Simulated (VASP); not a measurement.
# AlP in VASP: a series of runs

The runs below take AlP through single point, relaxation of the atoms, with PBEsol.

All numbers are computed with VASP 6.6.1; they aren't measurements. Logs are shortened: lines on timing, memory, paths and dates and some standing lists are left out, and cuts for length are marked.

## Step 1: The structure

The cell holds a slab with vacuum, 14 atoms: a = 3.869 Å, b = 5.471 Å, c = 26.607 Å, α = 90.00°, β = 90.00°, γ = 90.00°.

## Step 2: Single point, PBEsol

File INCAR:

```
SYSTEM = AlP
PREC = Accurate
ENCUT = 520
EDIFF = 1E-7
ISMEAR = 0
SIGMA = 0.03
LREAL = .False.
LASPH = .True.
NELM = 80
ALGO = Normal
ISIF = 2
LWAVE = .False.
LCHARG = .False.
LDIPOL = .True.
IDIPOL = 3
DIPOL = 0.5 0.5 0.500
GGA = PS
LVHAR = .True.
LVACPOTAV = .True.
ICORELEVEL = 1
KPAR = 4
```

File KPOINTS:

```
regular mesh
0
Gamma
  7 5 1
  0 0 0
```

File POSCAR:

```
AlP
1.0
    3.8688682900      0.0000000000      0.0000000000
    0.0000000000      5.4714060000      0.0000000000
    0.0000000000      0.0000000000     26.6066048600
Al P
7 7
Direct
    0.5000000000      0.5000000000      0.2818848900
    0.0000000000      0.0000000000      0.3545899300
    0.5000000000      0.5000000000      0.4272949600
    0.0000000000      0.0000000000      0.5000000000
    0.5000000000      0.5000000000      0.5727050400
    0.0000000000      0.0000000000      0.6454100700
    0.5000000000      0.5000000000      0.7181151100
    0.0000000000      0.7500000000      0.2818848900
    0.5000000000      0.2500000000      0.3545899300
    0.0000000000      0.7500000000      0.4272949600
    0.5000000000      0.2500000000      0.5000000000
    0.0000000000      0.7500000000      0.5727050400
    0.5000000000      0.2500000000      0.6454100700
    0.0000000000      0.7500000000      0.7181151100
```

Potentials or basis: VASP PAW PBE potentials, release 64 (Al, P).

On the command line:

```console
$ cat potpaw_PBE.64/Al/POTCAR potpaw_PBE.64/P/POTCAR > POTCAR
$ mpirun -np 4 vasp_std > vasp.out
```

OUTCAR:

```text
SYSTEM = AlP
   PREC = Accurate
   ENCUT = 520
   EDIFF = 1E-7
   ISMEAR = 0
   LREAL = .False.
   LASPH = .True.
   NELM = 80
   ISIF = 2
   GGA = PS

 ion  position               nearest neighbor table
   1  0.500  0.500  0.282-   8 2.37   8 2.37   9 2.37
   2  0.000  0.000  0.355-  10 2.37   9 2.37   9 2.37   8 2.37
   3  0.500  0.500  0.427-   9 2.37  10 2.37  10 2.37  11 2.37
   4  0.000  0.000  0.500-  11 2.37  11 2.37  12 2.37  10 2.37
   5  0.500  0.500  0.573-  13 2.37  12 2.37  12 2.37  11 2.37
   6  0.000  0.000  0.645-  12 2.37  13 2.37  13 2.37  14 2.37
   7  0.500  0.500  0.718-  14 2.37  14 2.37  13 2.37
   8  0.000  0.750  0.282-   1 2.37   1 2.37   2 2.37
   9  0.500  0.250  0.355-   3 2.37   2 2.37   2 2.37   1 2.37
  10  0.000  0.750  0.427-   2 2.37   3 2.37   3 2.37   4 2.37
  11  0.500  0.250  0.500-   4 2.37   4 2.37   5 2.37   3 2.37
  12  0.000  0.750  0.573-   6 2.37   5 2.37   5 2.37   4 2.37
  13  0.500  0.250  0.645-   5 2.37   6 2.37   6 2.37   7 2.37
  14  0.000  0.750  0.718-   7 2.37   7 2.37   6 2.37

  LATTYP: Found a simple orthorhombic cell.
 ALAT       =     3.8688682900
 B/A-ratio  =     1.4142135606
 C/A-ratio  =     6.8771027767

  Lattice vectors:

 A1 = (   3.8688682900,   0.0000000000,   0.0000000000)
 A2 = (   0.0000000000,   5.4714060000,   0.0000000000)
 A3 = (   0.0000000000,   0.0000000000,  26.6066048600)

Analysis of symmetry for initial positions (statically):
=====================================================================
 Subroutine PRICEL returns:
 Original cell was already a primitive cell.

 Routine SETGRP: Setting up the symmetry group for a
 simple orthorhombic supercell.

 Subroutine GETGRP returns: Found  4 space group operations
 (whereof  4 operations were pure point group operations)
 out of a pool of  8 trial point group operations.

The static configuration has the point symmetry C_2v.

Analysis of symmetry for dynamics (positions and initial velocities):
=====================================================================
 Subroutine PRICEL returns:
 Original cell was already a primitive cell.

 Routine SETGRP: Setting up the symmetry group for a
 simple orthorhombic supercell.

 Subroutine GETGRP returns: Found  4 space group operations
 (whereof  4 operations were pure point group operations)
 out of a pool of  8 trial point group operations.

The dynamic configuration has the point symmetry C_2v.

 Subroutine INISYM returns: Found  4 space group operations
 (whereof  4 operations are pure point group operations),
 and found     1 'primitive' translations

----------------------------------------------------------------------------------------

                                     Primitive cell

  volume of cell :     563.2126

  direct lattice vectors                    reciprocal lattice vectors
     3.868868290  0.000000000  0.000000000     0.258473519  0.000000000  0.000000000
     0.000000000  5.471406000  0.000000000     0.000000000  0.182768378  0.000000000
     0.000000000  0.000000000 26.606604860     0.000000000  0.000000000  0.037584653

  length of vectors
     3.868868290  5.471406000 26.606604860     0.258473519  0.182768378  0.037584653

  position of ions in fractional coordinates (direct lattice)
     0.500000000  0.500000000  0.281884890
     0.000000000  0.000000000  0.354589930
     0.500000000  0.500000000  0.427294960
     0.000000000  0.000000000  0.500000000
     0.500000000  0.500000000  0.572705040
     0.000000000  0.000000000  0.645410070
     0.500000000  0.500000000  0.718115110
     0.000000000  0.750000000  0.281884890
     0.500000000  0.250000000  0.354589930
     0.000000000  0.750000000  0.427294960
     0.500000000  0.250000000  0.500000000
     0.000000000  0.750000000  0.572705040
     0.500000000  0.250000000  0.645410070
     0.000000000  0.750000000  0.718115110

  ion indices of the primitive-cell ions
   primitive index   ion index
                 1           1
                 2           2
                 3           3
                 4           4
                 5           5
                 6           6
                 7           7
                 8           8
                 9           9
                10          10
                11          11
                12          12
                13          13
                14          14

----------------------------------------------------------------------------------------

 KPOINTS: regular mesh

Automatic generation of k-mesh.
 Grid dimensions read from file:
 generate k-points for:    7    5    1

 Generating k-lattice:

  Cartesian coordinates                     Fractional coordinates (reciprocal lattice)
     0.036924788  0.000000000  0.000000000     0.142857143  0.000000000  0.000000000
     0.000000000  0.036553676  0.000000000     0.000000000  0.200000000  0.000000000
     0.000000000  0.000000000  0.037584653     0.000000000  0.000000000  1.000000000

[... 77 lines left out ...]
  volume of cell :      563.21
 maximum number of plane-waves:     15217
 NGX is ok and might be reduce to    30
   NGX = 15   NGY = 21   NGZ = 99

 number of electron      56.0000007 magnetization

 dipolmoment           0.000000      0.000000      0.000000 electrons x Angstroem

 Free energy of the ion-electron system (eV)
  ---------------------------------------------------
  ext. energy  EPLUGINS =         0.00000000
  ---------------------------------------------------
  free energy    TOTEN  =       -72.94544093 eV

  energy without entropy =      -72.94544093  energy(sigma->0) =      -72.94544093

 the core state eigenenergies are
   1-  1s  -1506.1946  2s   -103.3258  2p    -64.7904
   2-  1s  -1505.3837  2s   -102.6439  2p    -64.1007
   3-  1s  -1505.4661  2s   -102.7426  2p    -64.1986
   4-  1s  -1505.3347  2s   -102.6244  2p    -64.0798
   5-  1s  -1505.4661  2s   -102.7426  2p    -64.1986
   6-  1s  -1505.3837  2s   -102.6439  2p    -64.1007
   7-  1s  -1506.1946  2s   -103.3258  2p    -64.7904
   8-  1s  -2076.5204  2s   -166.7546  2p   -117.2223
   9-  1s  -2076.8817  2s   -167.2277  2p   -117.6857
  10-  1s  -2076.6409  2s   -167.0043  2p   -117.4606
  11-  1s  -2076.7958  2s   -167.1565  2p   -117.6131
  12-  1s  -2076.6409  2s   -167.0043  2p   -117.4606
  13-  1s  -2076.8817  2s   -167.2277  2p   -117.6857
  14-  1s  -2076.5204  2s   -166.7546  2p   -117.2223

 E-fermi :   0.1585     XC(G=0):  -5.3525

 val. band max:       -0.0113324953   @ k =   0.4286   0.4000   0.0000
 cond. band min:       0.9476343885   @ k =   0.4286   0.0000   0.0000
 fundamental gap:      0.9589668838
 Fermi energy:         0.1584874283

 k-point     1 :       0.0000    0.0000    0.0000
  band No.  band energies     occupation
      1     -11.5886      2.00000
      2     -11.1894      2.00000
      3     -10.6067      2.00000
      4      -9.8809      2.00000
      5      -9.4476      2.00000
      6      -9.2056      2.00000
[... 28 lines left out ...]
     35       3.5641      0.00000
     36       3.6444      0.00000

 k-point     2 :       0.1429    0.0000    0.0000
  band No.  band energies     occupation
      1     -11.4397      2.00000
      2     -11.0453      2.00000
      3     -10.4731      2.00000
      4      -9.7687      2.00000
      5      -9.3992      2.00000
      6      -9.1432      2.00000
[... 28 lines left out ...]
     35       3.4811      0.00000
     36       3.8568      0.00000
[... 349 lines left out ...]
     35       3.9336      0.00000
     36       4.1604      0.00000

 k-point    12 :       0.4286    0.4000    0.0000
  band No.  band energies     occupation
      1     -10.1397      2.00000
      2      -9.8887      2.00000
      3      -9.8662      2.00000
      4      -9.5836      2.00000
      5      -9.5635      2.00000
      6      -8.8919      2.00000
[... 28 lines left out ...]
     35       3.7314      0.00000
     36       3.9517      0.00000

------------------------ aborting loop because EDIFF is reached ----------------------------------------

  FORCE on cell =-STRESS in cart. coord.  units (eV):
  Direction    XX          YY          ZZ          XY          YZ          ZX
  --------------------------------------------------------------------------------------
  -------------------------------------------------------------------------------------
  Total       -3.5006705     -4.2767045     -0.8485599      0.0000000      0.0000000      0.0000000
  in kB       -9.9583977    -12.1659905     -2.4139081      0.0000000      0.0000000      0.0000000
  external PRESSURE =      -8.1794321 kB  Pullay stress =       0.0000000 kB

 VOLUME and BASIS-vectors are now :
 -----------------------------------------------------------------------------
  energy-cutoff  :      520.00
  volume of cell :      563.21
      direct lattice vectors                 reciprocal lattice vectors
     3.868868290  0.000000000  0.000000000     0.258473519  0.000000000  0.000000000
     0.000000000  5.471406000  0.000000000     0.000000000  0.182768378  0.000000000
     0.000000000  0.000000000 26.606604860     0.000000000  0.000000000  0.037584653

 POSITION                                       TOTAL-FORCE (eV/Angst)
 -----------------------------------------------------------------------------------
      1.93443      2.73570      7.50000         0.000000      1.385576      1.485819
      0.00000      0.00000      9.43443        -0.000000     -0.409051      0.042646
      1.93443      2.73570     11.36887         0.000000      0.318514      0.080967
      0.00000      0.00000     13.30330         0.000000     -0.177201      0.000000
      1.93443      2.73570     15.23774         0.000000      0.318514     -0.080967
      0.00000      0.00000     17.17217        -0.000000     -0.409051     -0.042646
      1.93443      2.73570     19.10660         0.000000      1.385576     -1.485819
      0.00000      4.10355      7.50000        -0.000000     -0.620620     -1.162581
      1.93443      1.36785      9.43443         0.000000     -0.551577     -0.504652
      0.00000      4.10355     11.36887        -0.000000      0.013689      0.083871
      1.93443      1.36785     13.30330         0.000000     -0.095861      0.000000
      0.00000      4.10355     15.23774         0.000000      0.013689     -0.083871
      1.93443      1.36785     17.17217         0.000000     -0.551577      0.504652
      0.00000      4.10355     19.10660        -0.000000     -0.620620      1.162581
 -----------------------------------------------------------------------------------
    total drift:                                0.000000      0.000166      0.000000

  FREE ENERGIE OF THE ION-ELECTRON SYSTEM (eV)
  ---------------------------------------------------
  free  energy   TOTEN  =       -72.9454409300 eV

  energy  without entropy=      -72.9454409300  energy(sigma->0) =      -72.94544093

 vacuum level on the upper side and lower side of the slab         4.894         4.894
```

Wall time 3.6 min (4 MPI ranks of Intel Xeon Platinum 8488C (Sapphire Rapids), shared host); peak memory 0.62 GiB.

What came out:

- Free energy: -72.9454 eV
- Largest force: 2.032 eV/Å
- Band gap on the k mesh: 0.96 eV, indirect (least direct gap 0.98 eV)
- Ionisation potential of the upper face: 4.91 eV

Forces on the atoms (eV/Å):
```
Al   0.000  1.386  1.486
Al   0.000 -0.409  0.043
Al   0.000  0.319  0.081
Al   0.000 -0.177  0.000
Al   0.000  0.319 -0.081
Al   0.000 -0.409 -0.043
Al   0.000  1.386 -1.486
P    0.000 -0.621 -1.163
P    0.000 -0.552 -0.505
P    0.000  0.014  0.084
P    0.000 -0.096  0.000
P    0.000  0.014 -0.084
P    0.000 -0.552  0.505
P    0.000 -0.621  1.163
```

Core levels (eV, on the scale of the bands):
```csv
atom,levels
1 Al,"1s -1506.2, 2s -103.3, 2p -64.8"
2 Al,"1s -1505.4, 2s -102.6, 2p -64.1"
3 Al,"1s -1505.5, 2s -102.7, 2p -64.2"
4 Al,"1s -1505.3, 2s -102.6, 2p -64.1"
5 Al,"1s -1505.5, 2s -102.7, 2p -64.2"
6 Al,"1s -1505.4, 2s -102.6, 2p -64.1"
```

Caveat: the PAW data sets were made with another functional, which shifts forces and pressure a little.

## Step 3: Relaxation of the atoms, PBEsol

File INCAR:

```
ALGO = Normal ; DIPOL = 0.5 0.5 0.500
EDIFF = 1E-6 ; EDIFFG = -0.02
ENCUT = 520 ; GGA = PS
IBRION = 2 ; IDIPOL = 3
ISIF = 2 ; ISMEAR = 0
KPAR = 4 ; LASPH = T
LCHARG = F ; LDIPOL = T
LREAL = F ; LWAVE = F
NELM = 80 ; NSW = 80
PREC = Accurate ; SIGMA = 0.03
```

File KPOINTS:

```
k-points
0
Gamma
  7 5 1
```

POSCAR is that of step 2.

Potentials or basis: VASP PAW PBE potentials, release 64 (Al, P).

On the command line:

```console
$ cat potpaw_PBE.64/Al/POTCAR potpaw_PBE.64/P/POTCAR > POTCAR
$ mpirun -np 4 vasp_std > vasp.out
```

Run time: 31 min. Hardware: 4 MPI ranks of Intel Xeon Platinum 8488C (Sapphire Rapids), shared host; peak memory 0.7 GiB.

Results (log left out):

* Free energy: -74.3514 eV
* Energy gained by relaxing: 100.4 meV/atom
* Ionic steps: 20
* Largest force after relaxing: 0.011 eV/Å
* Band gap on the k mesh: 1.09 eV, indirect (least direct gap 1.49 eV)

Forces on the atoms (eV/Å):
```
Al   0.000  0.003  0.005
Al   0.000 -0.003  0.005
Al   0.000  0.008  0.003
Al   0.000  0.010  0.000
Al   0.000  0.008 -0.003
Al   0.000 -0.003 -0.005
Al   0.000  0.003 -0.005
P    0.000 -0.009  0.000
P    0.000 -0.002  0.004
P    0.000  0.003  0.002
P    0.000 -0.011  0.000
P    0.000  0.003 -0.002
P    0.000 -0.002 -0.004
P    0.000 -0.009  0.000
```

Step by step:
| step | energy change (eV) | largest force (eV/Å) | pressure (GPa) |
| --- | --- | --- | --- |
| 1 | 0.0000 | 2.0316 | -0.82 |
| 2 | -0.5152 | 1.4201 | -0.60 |
| 3 | -0.8090 | 0.9415 | -0.29 |
| 4 | -1.1468 | 0.5659 | -0.44 |
| 5 | -1.3151 | 0.5411 | -0.64 |
| 6 | -1.3622 | 0.3291 | -0.66 |
| 7 | -1.3637 | 0.2876 | -0.66 |
| 8 | -1.3769 | 0.1770 | -0.63 |
| 9 | -1.3797 | 0.2086 | -0.61 |
| 10 | -1.3894 | 0.1924 | -0.57 |
| 11 | -1.3960 | 0.1643 | -0.48 |
| 12 | -1.4005 | 0.0646 | -0.45 |
| 13 | -1.4012 | 0.0760 | -0.43 |
| 14 | -1.4033 | 0.0509 | -0.43 |
| 15 | -1.4042 | 0.0641 | -0.43 |
| 16 | -1.4053 | 0.0280 | -0.41 |
| 17 | -1.4054 | 0.0293 | -0.41 |
| 18 | -1.4057 | 0.0254 | -0.40 |
| 19 | -1.4058 | 0.0220 | -0.39 |
| 20 | -1.4060 | 0.0110 | -0.36 |

Final structure:
```xyz
14
Lattice="3.8689 0.0000 0.0000 0.0000 5.4714 0.0000 0.0000 0.0000 26.6066" Properties=species:S:1:pos:R:3 pbc="T T T"
Al    1.9344    3.0690    7.9579
Al    3.8689    5.3754    9.3451
Al    1.9344    2.6626   11.3848
Al    0.0000    5.3839   13.3033
Al    1.9344    2.6626   15.2218
Al    0.0000    5.3754   17.2615
Al    1.9344    3.0690   18.6487
P     0.0000    4.1760    7.3104
P     1.9344    1.2744    9.4461
P     0.0000    4.0452   11.3431
P     1.9344    1.2856   13.3033
P     0.0000    4.0452   15.2635
P     1.9344    1.2744   17.1605
P     0.0000    4.1760   19.2962
```

Levels at points of the mesh, in eV from the valence-band top:
| k point | band 24 | band 25 | band 26 | band 27 | band 28 | band 29 | band 30 | band 31 | band 32 | band 33 |
| --- | --- | --- | --- | --- | --- | --- | --- | --- | --- | --- |
| (0.00, 0.00, 0.00) | -0.38 | -0.24 | -0.15 | -0.12 | 0.00 | 1.62 | 2.01 | 2.52 | 2.75 | 3.10 |

Caveat: the PAW data sets were made with another functional, which shifts forces and pressure a little.

## Step 4: Single point, PBEsol

File INCAR:

```
SYSTEM = AlP
PREC = Accurate
ENCUT = 520
EDIFF = 1E-7
ISMEAR = 0
SIGMA = 0.03
LREAL = .False.
LASPH = .True.
NELM = 80
ALGO = Normal
ISIF = 2
LWAVE = .False.
LCHARG = .False.
LDIPOL = .True.
IDIPOL = 3
DIPOL = 0.5 0.5 0.500
GGA = PS
LVHAR = .True.
LVACPOTAV = .True.
ICORELEVEL = 1
KPAR = 4
```

File KPOINTS:

```
regular mesh
0
Gamma
  7 5 1
  0 0 0
```

File POSCAR:

```
AlP                                     
1.0
    3.8688682900      0.0000000000      0.0000000000
    0.0000000000      5.4714060000      0.0000000000
    0.0000000000      0.0000000000     26.6066048600
  Al              P             
     7     7
Direct
     0.5000000000000000    0.5609201948256877    0.2990943579134702
     1.0000000000000000    0.9824495805940898    0.3512311283936447
     0.5000000000000000    0.4866391073512812    0.4278944630653517
     0.0000000000000000    0.9840067219149533    0.5000000000000000
     0.5000000000000000    0.4866391073512812    0.5721055369346479
     0.0000000000000000    0.9824495805940898    0.6487688716063553
     0.5000000000000000    0.5609201948256877    0.7009056420865296
     0.0000000000000000    0.7632488799932746    0.2747573803625032
     0.5000000000000000    0.2329249420256253    0.3550270806605668
     0.0000000000000000    0.7393287821124273    0.4263259249879510
     0.5000000000000000    0.2349703042802748    0.5000000000000000
     0.0000000000000000    0.7393287821124273    0.5736740750120489
     0.5000000000000000    0.2329249420256253    0.6449729193394330
     0.0000000000000000    0.7632488799932746    0.7252426196374967
```

On the command line:

```console
$ cat potpaw_PBE.64/Al/POTCAR potpaw_PBE.64/P/POTCAR > POTCAR
$ mpirun -np 4 vasp_std > vasp.out
```

Wall time 4.3 min (4 MPI ranks of Intel Xeon Platinum 8488C (Sapphire Rapids), shared host); peak memory 0.63 GiB.

Results (log left out):

- Free energy: -74.3514 eV
- Largest force: 0.011 eV/Å
- Band gap on the k mesh: 1.09 eV, indirect (least direct gap 1.49 eV)
- Ionisation potential of the upper face: 5.71 eV

Forces in eV/Å, atoms in the order of the input:
```
Al   0.000  0.003  0.005
Al   0.000 -0.003  0.005
Al   0.000  0.008  0.003
Al   0.000  0.010  0.000
Al   0.000  0.008 -0.003
Al   0.000 -0.003 -0.005
Al   0.000  0.003 -0.005
P    0.000 -0.009  0.000
P    0.000 -0.002  0.004
P    0.000  0.003  0.002
P    0.000 -0.011  0.000
P    0.000  0.003 -0.002
P    0.000 -0.002 -0.004
P    0.000 -0.009  0.000
```

Levels at points of the mesh, in eV from the valence-band top:
```tsv
k point	band 25	band 26	band 27	band 28	band 29	band 30	band 31	band 32
(0.00, 0.00, 0.00)	-0.24	-0.15	-0.12	0.00	1.62	2.01	2.52	2.75
```

Core levels (eV, on the scale of the bands):
```tsv
atom	levels
1 Al	1s -1506.0, 2s -103.2, 2p -64.7
2 Al	1s -1505.7, 2s -102.9, 2p -64.4
3 Al	1s -1505.7, 2s -103.0, 2p -64.4
4 Al	1s -1505.7, 2s -102.9, 2p -64.4
5 Al	1s -1505.7, 2s -103.0, 2p -64.4
6 Al	1s -1505.7, 2s -102.9, 2p -64.4
```

Caveat: the PAW data sets were made with another functional, which shifts forces and pressure a little.
